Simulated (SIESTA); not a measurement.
Pt:

```
Pt
1.0
     0.00000    1.96090    1.96090
     1.96090    0.00000    1.96090
     1.96090    1.96090    0.00000
Pt
1
Direct
  0.00000 0.00000 0.00000
```

Base run:

* Program: SIESTA 5.4.2
* Functional: PBE
* Potentials or basis: PseudoDojo 0.4 standard (PBE files)
* Basis: DZP (energy shift 0.003 Ry; two zetas on semicore shells)
* Grid cutoff: 800 Ry
* Energy shift: 0.003 Ry
* k mesh: 12 × 12 × 12
* Occupations: fermi-dirac, width 0.05 eV
* Spin: no spin polarisation

Its results: band gap on the k mesh none (metal or under the smearing width); pressure 12.8 GPa.

Q: The run is repeated on the same cell with these changes: functional from PBE to LDA; potentials or basis from PseudoDojo 0.4 standard (PBE files) to PseudoDojo 0.4 standard (LDA files). What comes out?

A: Band gap on the k mesh none (metal or under the smearing width); pressure -3.6 GPa.

Caveats: short orbitals over semicore shells can move pressures by several GPa; the basis of atomic orbitals isn't converged, which shifts pressures, moduli and gaps; spin-orbit coupling is left out, which moves the levels of the heavy elements (some runs).
